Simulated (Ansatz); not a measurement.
Stress against strain in BN

```yaml
crystal:
  lattice:
    - [2.50399, 0.00000, 0.00000]
    - [-1.25200, 2.16852, 0.00000]
    - [0.00000, 0.00000, 6.66120]
  atoms:
    - { symbol: B, position: [0.33333, 0.66667, 0.25000] }
    - { symbol: B, position: [0.66667, 0.33333, 0.75000] }
    - { symbol: N, position: [0.33333, 0.66667, 0.75000] }
    - { symbol: N, position: [0.66667, 0.33333, 0.25000] }
```

Atoms are numbered in the order listed.

The cell is COD entry 9008997, as deposited and not checked against the literature; nothing was relaxed.

These are results of Ansatz 0.2.0, DFT, PBEsol, all-electron LAPW, scalar-relativistic, not measurements.

Settings: a Γ-centred 11×11×4 k mesh, Fermi–Dirac smearing of 0.02 eV, basis error target 1 meV/atom, no spin polarisation.

The strain is applied along the Cartesian axes of the cell as listed (γ is the engineering shear, twice εxy = εyz = εzx). Fractional coordinates are held (clamped ions).

σ is the change of stress from the unstrained cell, which is at 0.41 GPa; tension is positive, so slopes are stress–strain coefficients at that pressure.

Only quantities that a quadratic follows smoothly over the whole series are listed; rougher ones are left out.

| γ | σxy (GPa) | σyz (GPa) |
| --- | --- | --- |
| -0.0300 | -11.07 | 0.03 |
| -0.0200 | -7.40 | -0.02 |
| -0.0100 | -3.71 | -0.03 |
| 0.0000 | 0.00 | 0.00 |
| 0.0100 | 3.73 | 0.07 |
| 0.0300 | 11.23 | 0.30 |

Problem. Fit the series and read off the stiffness at zero strain.

Solution. Least-squares fits y = p0 + p1 x + p2 x² to the rows give σxy (GPa): p1 = 372, p2 = 88; σyz (GPa): p1 = 4.57, p2 = 180.

Problem. One run, at γ = 0.0200, is withheld. Predict its row.

Solution. The fits give 7.47, 0.16; the run gave 7.47, 0.17.
